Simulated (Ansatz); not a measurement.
**PbF2 (Fm-3m), clamped-ion strain scan**

Theory: DFT PBE, scalar-relativistic, plane waves, PAW (Ansatz). Settings: plane waves to 420 eV, k-mesh 8×8×8 (Γ-centred), Gaussian smearing 0.05 eV. Spin–orbit coupling is left out, which matters for the heavy elements here. No spin polarisation. Energies are free energies at this smearing, counted from the undisturbed cell; pressure is positive in compression.

The starting cell (as given, not relaxed at this level; it stands at 2.2 GPa, and it needn't be the usual structure):

```
CELL_PARAMETERS angstrom
0.00000 2.96985 2.96985
2.96985 0.00000 2.96985
2.96985 2.96985 0.00000
ATOMIC_POSITIONS crystal
Pb 0.00000 0.00000 0.00000
F 0.25000 0.25000 0.25000
F 0.75000 0.75000 0.75000
```

The cell is strained by ε times the Voigt pattern (0, 0, 0, 0, 1, 0) (xx, yy, zz, yz, xz, xy; engineering shear) with fractional coordinates fixed.

```
      ε  ΔE (meV/atom) stress summed along the pattern (GPa, tension positive) pressure (GPa) gap on the mesh (eV)
-0.1000           18.6                                                    -3.32             3.2                  4.30
-0.0500            4.6                                                    -1.62             2.4                  4.39
 0.0000            0.0                                                     0.00             2.2                  4.42
 0.0125            0.3                                                     0.40             2.2                  4.42
 0.0250            1.2                                                     0.81             2.3                  4.42
 0.0375            2.6                                                     1.21             2.3                  4.41
 0.0625            7.2                                                     2.04             2.6                  4.37
 0.0750           10.4                                                     2.46             2.7                  4.35
 0.0875           14.2                                                     2.89             2.9                  4.33
```

By symmetry 0.1000 repeats -0.1000, -0.0750 repeats 0.0750, 0.0500 repeats -0.0500, -0.0250 repeats 0.0250 in energy, with the opposite slope along the path.